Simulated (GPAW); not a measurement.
Here is a GPAW 26.7.0 calculation.

The input run.py:

```python
from ase import Atoms
from ase.calculators.mixing import SumCalculator
from ase.filters import FrechetCellFilter
from ase.io import write
from ase.optimize import BFGS
from dftd3.ase import DFTD3
from gpaw import GPAW, PW, setup_paths

setup_paths.insert(0, '.')

atoms = Atoms(['In', 'P'],
              cell=[[0.0, 2.9305, 2.9305],
                    [2.9305, 0.0, 2.9305],
                    [2.9305, 2.9305, 0.0]],
              scaled_positions=[[0.0, 0.0, 0.0],
                                [0.75, 0.75, 0.75]],
              pbc=True)

calc = GPAW(mode=PW(600),
            xc='PBEsol',
            kpts={'size': (8, 8, 8), 'gamma': True},
            occupations={'name': 'fermi-dirac', 'width': 0.05},
            nbands=18,
            convergence={'density': 1e-05, 'forces': 0.0001},
            maxiter=150,
            txt='gpaw.txt')
atoms.calc = SumCalculator([calc, DFTD3(method='pbesol', damping='d3zero')])
opt = BFGS(FrechetCellFilter(atoms), trajectory='relax.traj', logfile='-')
done = opt.run(fmax=0.02, steps=60)
calc.write('gs.gpw')
write('result.traj', atoms)
print('Converged:', done)
print('Cell:', atoms.cell.cellpar().round(4))
print('Volume:', round(atoms.get_volume(), 4))
print(atoms.get_scaled_positions().round(5))
```

Potentials or basis: PAW data sets generated in the run's folder for this functional, pw.

Command:

```bash
$ gpaw-setup -f PBEsol In P
$ OMP_NUM_THREADS=1 python run.py
```

What does it give for the dispersion energy per atom?

-0.158 eV.

Estimate the relaxed cell.

a = 4.127 Å, b = 4.127 Å, c = 4.127 Å, α = 60.00°, β = 60.00°, γ = 60.00°.

What does it give for the relaxed volume?

24.86 Å³/atom.

Predict the band gap on the k mesh.

0.68 eV, direct.

Step by step:
| step | energy change (eV) | largest force (eV/Å) | pressure (GPa) | volume (Å³) |
| --- | --- | --- | --- | --- |
| 1 | 0.0000 | 0.0000 | -0.83 | 50.33 |
| 2 | -0.0006 | 0.0000 | -0.65 | 50.19 |
| 3 | -0.0014 | 0.0000 | 0.01 | 49.71 |

Caveat: later steps reuse the first step's grids; spin-orbit coupling is left out, which moves the levels of the heavy elements. PBEsol gaps usually lie below the measured ones, often by a third to a half.
